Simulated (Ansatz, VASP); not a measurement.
## Two plane-wave programs on Al

```
Al
1.0
     2.68497    0.00000    0.00000
     0.00000    2.68497    0.00000
     0.00000    0.00000    2.68497
Al
1
Direct
  0.00000 0.00000 0.00000
```

Change from the starting cell: volume scaled by 0.96.

Alike in both runs: task single point; functional PBE; k mesh 10 × 10 × 10; occupations fermi-dirac, width 0.05 eV; no spin polarisation.

```csv
,VASP,Ansatz
version,VASP 6.6.1,Ansatz 0.2.0
potentials or method,"VASP PAW PBE potentials, release 64 (Al)",Ansatz PAW
plane-wave cutoff (eV),520,420
valence electrons in the cell,3,3
```

|  | VASP | Ansatz | Ansatz less VASP |
| --- | --- | --- | --- |
| gap on the k mesh at the Fermi level (eV) | none | none | - |
| pressure (GPa) | 2.8 | 2.8 | +0.02 |

A gap of «none» marks a metal or a gap that the smearing closes.
